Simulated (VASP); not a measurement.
Crystal: Te.

```
CELL_PARAMETERS angstrom
5.85004 0.00000 0.00000
0.00000 5.85004 0.00000
0.00000 0.00000 4.79120
ATOMIC_POSITIONS crystal
Te 0.00000 0.00000 0.00000
Te 0.50000 0.50000 0.00000
Te 0.00000 0.50000 0.83004
Te 0.50000 0.00000 0.16996
```

The cell was built by a generator and needn't be a form met in nature.

| Property | Result |
| --- | --- |
| Program | VASP 6.6.1 |
| Task | relaxation of cell and atoms |
| Functional | PBE |
| Dispersion | MBD |
| Potentials or basis | VASP PAW PBE potentials, release 64 (Te) |
| Cutoff | 600 eV |
| k mesh | 4 × 4 × 5 |
| Occupations | fermi-dirac, width 0.05 eV |
| Spin | no spin polarisation |

At the start: pressure -1.0 GPa; volume 40.99 Å³/atom.

Where does the relaxation end?

Over 23 steps the energy falls by 12.4 meV/atom and the volume is 37.04 Å³/atom (-9.6 %); space group P4/nmm (No. 129, to 0.05 Å).

The path:
| step | energy change (eV) | largest force (eV/Å) | pressure (GPa) | volume (Å³) |
| --- | --- | --- | --- | --- |
| 1 | 0.0000 | 0.0279 | -1.02 | 163.97 |
| 2 | -0.0071 | 0.1352 | 0.53 | 157.84 |
| 3 | -0.0120 | 0.0681 | -0.13 | 160.26 |
| 4 | -0.0120 | 0.0741 | -0.07 | 160.04 |
| 5 | -0.0184 | 0.0802 | -0.06 | 158.71 |
| 6 | -0.0344 | 0.0804 | -0.03 | 154.72 |
| 7 | -0.0454 | 0.0713 | 0.17 | 146.69 |
| 8 | -0.0466 | 0.0654 | 0.07 | 149.32 |
| 9 | -0.0467 | 0.0652 | 0.09 | 148.63 |
| 10 | -0.0468 | 0.0158 | -0.32 | 149.71 |
| 11 | -0.0473 | 0.0354 | -0.16 | 149.27 |
| 12 | -0.0473 | 0.0452 | -0.08 | 149.06 |
| 13 | -0.0480 | 0.0330 | -0.05 | 148.96 |
| 14 | -0.0490 | 0.0197 | 0.00 | 148.72 |
| 15 | -0.0486 | 0.0369 | 0.06 | 148.24 |
| 16 | -0.0494 | 0.0127 | 0.01 | 148.59 |
| 17 | -0.0494 | 0.0041 | 0.03 | 148.49 |
| 18 | -0.0494 | 0.0054 | 0.03 | 148.51 |
| 19 | -0.0493 | 0.0235 | -0.18 | 148.93 |
| 20 | -0.0495 | 0.0007 | -0.01 | 148.59 |
| 21 | -0.0495 | 0.0011 | -0.01 | 148.58 |
| 22 | -0.0495 | 0.0001 | -0.01 | 148.48 |
| 23 | -0.0496 | 0.0013 | -0.01 | 148.17 |

Final structure:
```
CELL_PARAMETERS angstrom
5.79842 0.00000 0.00000
0.00000 5.79842 0.00000
0.00000 0.00000 4.40701
ATOMIC_POSITIONS crystal
Te 0.00000 0.00000 0.00000
Te 0.50000 0.50000 0.00000
Te 0.00000 0.50000 0.81389
Te 0.50000 0.00000 0.18611
```
